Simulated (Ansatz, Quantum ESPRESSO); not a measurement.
**TiSi and the pressure, program beside program**

The cell as given:

```yaml
crystal:
  lattice:
    - [1.81618, -2.11762, 0.00000]
    - [1.81618, 2.11762, 0.00000]
    - [0.00000, 0.00000, 3.80393]
  atoms:
    - { symbol: Ti, position: [0.50000, 0.50000, 0.00000] }
    - { symbol: Si, position: [0.00000, 0.00000, 0.50000] }
```

The cell comes from a database or a generator and needn't be the stable form of this composition.

Kept alike: task relaxation of cell and atoms; functional PBEsol; k mesh 10 × 10 × 7; occupations fermi-dirac, width 0.05 eV; no spin polarisation. The mesh is that of the run's cell of 2 atoms. No spin-orbit coupling.

- A: Ansatz, all-electron LAPW, scalar-relativistic
- B: Quantum ESPRESSO, GBRV 1.5 PBEsol, cutoff 707 eV

```csv
pressure (GPa),A: volume (Å³/atom),B: volume (Å³/atom)
0,14.133,14.128
5,13.648,?
10,13.264,13.263
20,12.633,12.631
```

Values hold for each row's relaxed cell, which stops near the pressure aimed at. The runs follow the start's structure, whether or not it is the stable one at these pressures.

Task: Estimate the value left open.

Result: In the median of the other rows B lies -0.002 Å³/atom from the other column, which points to 13.646; the run gave 13.649 Å³/atom, +0.003 from it.

Both programs describe essentially the same compression curve. The volume falls at every step, and by less per unit of pressure as the load rises: in A, the first 5 GPa removes more volume than the next. This stiffening is expected for a metallic silicide. Shortening the contacts steeply raises the Pauli repulsion between filled shells and the kinetic energy of the valence electrons, while the gain from Ti d–Si p hybridisation and metallic bonding grows more slowly.

The close agreement suggests that the pseudopotentials reproduce the all-electron response well over this range, including that of the shallow Ti 3s and 3p shells. The remaining difference has no steady trend with pressure: B is slightly smaller at 0, 10 and 20 GPa but slightly larger at 5 GPa, which probably reflects numerical scatter more than a physical difference in compressibility. Because the functional is shared, the match supports the consistency of the two implementations, not the accuracy of PBEsol against experiment. Nor does agreement in volume establish that the individual cell axes shorten alike.
